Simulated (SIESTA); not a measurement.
## P: relaxation of cell and atoms with PBE

Crystal: P.

```
CELL_PARAMETERS angstrom
1.64774 -5.46504 0.00000
1.64774 5.46504 0.00000
0.00000 0.00000 4.54364
ATOMIC_POSITIONS crystal
P 0.90414 0.09586 0.58882
P 0.09586 0.90414 0.41118
P 0.59586 0.40414 0.08882
P 0.40414 0.59586 0.91118
```

```yaml
Program: SIESTA 5.4.2
Task: relaxation of cell and atoms
Functional: PBE
Potentials_or_basis: PseudoDojo 0.4 standard (PBE files)
Basis: DZP (energy shift 0.002 Ry)
Grid_cutoff: 500 Ry
Energy_shift: 0.002 Ry
k_mesh: 6 × 6 × 4
Occupations: fermi-dirac, width 0.05 eV
Spin: no spin polarisation
optimiser: Broyden
force_tolerance: 0.01 eV/Å
stress_tolerance_GPa: 0.05
```

```json
{"Relaxed volume": "20.79 Å³/atom", "Relaxed cell": "a = 5.766 Å, b = 5.766 Å, c = 4.500 Å, α = 90.00°, β = 90.00°, γ = 146.24°", "Space group after relaxing (to 0.05 Å)": "Cmce (No. 64)", "Energy gained by relaxing": "14.4 meV/atom", "Ionic steps": "9", "Pressure after relaxing": "0.0 GPa", "Band gap on the k mesh": "none (metal or under the smearing width)"}
```

Forces in eV/Å, atoms in the order of the input:
```
P    0.000  0.001 -0.002
P    0.000 -0.001  0.002
P    0.000 -0.001 -0.002
P    0.000  0.001  0.002
```

The path:
| step | energy change (eV) | largest force (eV/Å) | pressure (GPa) | volume (Å³) |
| --- | --- | --- | --- | --- |
| 1 | 0.0000 | 0.6236 | 3.66 | 81.83 |
| 2 | -0.0366 | 0.3266 | 2.14 | 82.21 |
| 3 | -0.0517 | 0.0117 | 0.56 | 82.67 |
| 4 | -0.0525 | 0.0101 | 0.44 | 82.76 |
| 5 | -0.0559 | 0.0176 | 0.14 | 83.28 |
| 6 | -0.0561 | 0.0085 | -0.02 | 83.35 |
| 7 | -0.0551 | 0.0944 | 0.13 | 83.65 |
| 8 | -0.0577 | 0.0229 | -0.02 | 83.17 |
| 9 | -0.0578 | 0.0021 | 0.00 | 83.15 |

Final structure:
```
P
1.0
     1.67429   -5.51808    0.00000
     1.67429    5.51808    0.00000
     0.00000    0.00000    4.50026
P
4
Direct
  0.90236 0.09764 0.58223
  0.09764 0.90236 0.41777
  0.59764 0.40236 0.08223
  0.40236 0.59764 0.91777
```

Levels at points of the mesh, in eV from the Fermi level:
```tsv
k point	band 8	band 9	band 10	band 11	band 12	band 13
(0.00, 0.00, 0.00)	-2.72	-2.44	-1.18	0.73	1.13	1.91
(0.50, 0.00, 0.00)	-3.26	-2.59	-2.59	0.75	0.75	1.31
(0.00, 0.50, 0.00)	-3.26	-2.59	-2.59	0.75	0.75	1.31
(0.50, 0.50, 0.00)	-2.26	-1.65	0.00	0.01	0.87	2.15
(0.00, 0.00, 0.50)	-3.12	-1.43	-1.43	1.39	1.39	2.64
(0.50, 0.00, 0.50)	-5.35	-1.86	-1.86	1.73	1.73	3.63
(0.00, 0.50, 0.50)	-5.35	-1.86	-1.86	1.73	1.73	3.63
(0.50, 0.50, 0.50)	-2.76	-1.73	-1.73	1.42	1.42	2.47
```

Run time: 9.7 min on 1 thread of Arm Neoverse V2, on a shared host, peak memory 0.68 GiB.

Caveat: the basis of atomic orbitals isn't converged, which shifts pressures, moduli and gaps.
